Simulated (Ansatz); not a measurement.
SiO2:

```xyz
12
Lattice="4.9756 0.0000 0.0000 0.0000 4.9756 0.0000 0.0000 0.0000 6.9009" Properties=species:S:1:pos:R:3 pbc="T T T"
Si    3.9966    3.9966    3.4504
Si    3.4668    1.5088    1.7252
Si    1.5088    3.4668    5.1757
Si    0.9790    0.9790    0.0000
O     3.7902    0.5492    2.9815
O     4.4263    1.1854    0.4690
O     0.5492    3.7902    3.9194
O     1.3024    1.9386    5.6446
O     1.1854    4.4263    6.4319
O     3.6732    3.0370    2.1942
O     1.9386    1.3024    1.2562
O     3.0370    3.6732    4.7067
```

The cell comes from a database or a generator and needn't be the stable form of this composition.

| Property | Result |
| --- | --- |
| Program | Ansatz 0.2.0 |
| Task | relaxation of cell and atoms |
| Functional | PBE |
| Potentials or basis | Ansatz PAW |
| Cutoff | 420 eV (not typed: the program's choice for these potentials) |
| k mesh | 6 × 6 × 4 |
| Occupations | fermi-dirac, width 0.05 eV |
| Spin | no spin polarisation |

At the start: volume 14.24 Å³/atom.

Question: Where does the relaxation end?

Answer: It ends after 12 steps and the volume is 15.28 Å³/atom (+7.4 %); space group P4_32_12 (No. 96, to 0.05 Å).

Step by step:
```csv
step,energy change (eV),largest force (eV/Å),volume (Å³)
1,0.0000,0.2777,170.84
2,-0.0440,0.1277,173.85
3,-0.0534,0.0332,177.47
4,-0.0523,0.0121,178.33
5,-0.0500,0.0015,179.23
6,-0.0865,0.0015,179.23
7,-0.0813,0.0049,181.98
8,-0.0786,0.0118,182.74
9,-0.0782,0.0006,182.96
10,-0.0917,0.0006,182.96
11,-0.0904,0.0006,183.40
12,-0.0915,0.0006,183.40
```

Final structure:
```cif
data_structure
_symmetry_space_group_name_H-M 'P 1'
_symmetry_Int_Tables_number 1
_cell_length_a 5.0831
_cell_length_b 5.0831
_cell_length_c 7.0982
_cell_angle_alpha 90.000
_cell_angle_beta 90.000
_cell_angle_gamma 90.000
_cell_volume 183.40
loop_
_atom_site_label
_atom_site_type_symbol
_atom_site_fract_x
_atom_site_fract_y
_atom_site_fract_z
_atom_site_occupancy
Si1 Si 0.79396 0.79396 0.50000 1
Si2 Si 0.70604 0.29396 0.25000 1
Si3 Si 0.29396 0.70604 0.75000 1
Si4 Si 0.20604 0.20604 0.00000 1
O1 O 0.75886 0.09367 0.42433 1
O2 O 0.90633 0.24114 0.07567 1
O3 O 0.09367 0.75886 0.57567 1
O4 O 0.25886 0.40633 0.82567 1
O5 O 0.24114 0.90633 0.92433 1
O6 O 0.74114 0.59367 0.32567 1
O7 O 0.40633 0.25886 0.17433 1
O8 O 0.59367 0.74114 0.67433 1
```

Caveat: the plane-wave basis is chosen anew once the cell has moved, so the energies of steps on either side of that aren't comparable; the pressure holds a Pulay correction of +0.5 GPa for the finite cutoff.
